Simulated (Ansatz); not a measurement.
Results of RPBE (PAW; Ansatz, an electronic-structure program) for cubic perovskite LaAlO3 (cubic high-temperature phase).

Numerical settings: plane-wave cutoff 520 eV, 10×10×10 k mesh, Fermi–Dirac smearing 0.01 eV, scalar-relativistic PAW data made under PBE.

Energies at three volumes about the minimum:

```json
[
 {"V (Å³/atom)": "11.121", "E − E_lowest (meV/atom)": "2.64"},
 {"V (Å³/atom)": "11.348", "E − E_lowest (meV/atom)": "0.00"},
 {"V (Å³/atom)": "11.575", "E − E_lowest (meV/atom)": "2.44"}
]
```

Problem. Fit a parabola by hand: where is the minimum, what lattice constant follows, and what is the bulk modulus?

Solution. Slopes: (0.00 − 2.64)/(11.348 − 11.121) = -11.630 and (2.44 − 0.00)/(11.575 − 11.348) = 10.749 meV/Å³. Curvature E″ = 2 × (10.749 − (-11.630))/(11.575 − 11.121) = 98.586 meV/Å⁶. From the middle of the first interval, the slope vanishes at V0 = 11.2345 − (-11.630)/98.586 = 11.352 Å³/atom. B = V0 E″ = 11.352 × 98.586 meV/Å³ × 0.1602 GPa per meV/Å³ = 179 GPa. With 5 atoms in the cube, a = (5 × 11.352)^(1/3) = 3.843 Å. The full Birch–Murnaghan fit to all volumes gives V0 = 11.348 Å³/atom and B0 = 179 GPa.

Measured, for comparison: bulk modulus 215 ± 4 GPa (room temperature, no zero-point or thermal correction, cubic phase above 14 GPa, extrapolated to zero pressure; as tabulated in Guennou et al. (2011), arXiv:1105.1276). Computed (rounded) less measured: bulk modulus -17 %.

Note: the relaxation could not lower the start's symmetry, so the cell can be a saddle point above a distorted one.
